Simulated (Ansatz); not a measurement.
Several inputs for TiO2

Cell: a computed structure from the Materials Project (it need not be an observed phase), taken as it stands.

Space group Pbcn (No. 60); a = 4.5453, b = 5.5196, c = 4.9092 Å.

| site | Wyckoff | site symmetry | x | y | z |
| --- | --- | --- | --- | --- | --- |
| Ti | 4c | .2. | 0.5000 | 0.6730 | 0.7500 |
| O | 8d | 1 | 0.7285 | 0.6183 | 0.0814 |

One atom of each set is listed.

Reference run. All values are calculated (Ansatz; DFT, PBE, plane waves and PAW, scalar-relativistic, 420 eV cutoff, Γ-centred 5×4×4 k-points, Fermi–Dirac smearing 0.02 eV), not measured.

It gives V_zz (10²¹ V/m²) Ti 2.74 (η 0.27), O -2.73 (η 0.60). Each of these runs changes the input as listed (caps on SCF iterations aside):

A. total_charge: not typed → -1
B. scf.mixing.algorithm: not typed → broyden; scf.mixing.beta: not typed → 0.1; scf.occupations.width: 0.02 → 0.025

(1) How does each run end, and how far do the gradients move?

Results:

(1) 

```csv
run,Ti V_zz (η),O V_zz (η),"largest change of a gradient tensor, all atoms",note
A,2.98 (0.04),-2.50 (0.52),0.45,converged; cell charge -1 on a uniform background; no gap left; odd number of electrons without spin polarisation
B,2.74 (0.27),-2.73 (0.60),0.00,converged
```

Run A moves them most, on Ti (V_zz from 2.74 to 2.98).
